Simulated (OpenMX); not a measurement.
Crystal: CdSe.

```
CELL_PARAMETERS angstrom
0.00000 3.07027 3.07027
3.07027 0.00000 3.07027
3.07027 3.07027 0.00000
ATOMIC_POSITIONS crystal
Cd 0.00000 0.00000 0.00000
Se 0.25000 0.25000 0.25000
```

Measurements of this composition are mostly on another form, of space group No. 186.

Base run:

```yaml
Program: OpenMX 3.8.5
Functional: PBE
Potentials_or_basis: OpenMX 2013 PBE set, Cd7.0-s3p2d2, Se7.0-s3p2d2, grid cutoff 500 Ry
k_mesh: 9 × 9 × 9
Occupations: fermi-dirac, width 0.05 eV
Spin: no spin polarisation
```

Its results: band gap on the k mesh 0.69 eV, direct.

Problem. The run is repeated on the same cell with these changes: k mesh from 9 × 9 × 9 to 7 × 7 × 7; spin from no spin polarisation to non-collinear spin, zero start, spin-orbit coupling. What comes out?

Solution. Band gap on the k mesh 0.57 eV, direct; net moment 0.00 μB per cell.

Several settings changed at once, so the effect can't be laid on one alone.

Caveats: the basis of atomic orbitals isn't converged, which shifts pressures, moduli and gaps; total energies with and without spin-orbit coupling shouldn't be compared in this program (some runs).
